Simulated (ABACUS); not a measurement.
Crystal: NiO.

```
Ni O
1.0
     0.00000    2.08590    2.08590
     2.08590    0.00000    2.08590
     2.08590    2.08590    0.00000
Ni O
1 1
Direct
  0.00000 0.00000 0.00000
  0.50000 0.50000 0.50000
```

```yaml
Program: ABACUS 3.10.1
Task: single point
Functional: PBE
Potentials_or_basis: PseudoDojo NC SR 0.4.1 PBE standard
Cutoff: 1361 eV
Density_cutoff: 5442 eV
Basis: DZP LCAO (the cutoffs set its grid)
k_mesh: 11 × 11 × 11
Occupations: fermi-dirac, width 0.05 eV
Spin: collinear spin, ferromagnetic start
Starting_moments: "[1.0, 0.0] μB"
```

On this cell: pressure 6.6 GPa; largest force zero by symmetry; net moment 1.79 μB per cell; site moments Ni +1.50; O +0.29 μB; band gap on the k mesh none (metal or under the smearing width).

The same run follows on a disturbed copy (atoms moved at random, drawn with an rms of 0.05 Å):

```
CELL_PARAMETERS angstrom
0.00000 2.08590 2.08590
2.08590 0.00000 2.08590
2.08590 2.08590 0.00000
ATOMIC_POSITIONS crystal
Ni 0.99963 0.98326 0.01952
O 0.50305 0.49315 0.49605
```

What changes?

The energy (extrapolated to zero smearing) moves by +1.7 meV/atom; pressure 7.1 GPa; largest force 0.128 eV/Å; net moment 1.81 μB per cell; site moments Ni +1.51; O +0.30 μB; band gap on the k mesh none (metal or under the smearing width).

Forces in eV/Å, atoms in the order of the input:
```
Ni  -0.062 -0.095  0.061
O    0.062  0.095 -0.061
```

Stress tensor (GPa, compression positive):
```
 7.00  0.02 -0.01
 0.02  7.43 -0.02
-0.01 -0.02  6.99
```

Caveats: the atomic orbitals were generated for these runs and aren't a published set; the basis of atomic orbitals isn't converged, which shifts pressures, moduli and gaps; a cell with one magnetic atom can't hold antiferromagnetic order, which such compounds often take; semilocal functionals often make such compounds metallic where correlation or magnetic order opens a gap, which also shifts bond lengths.
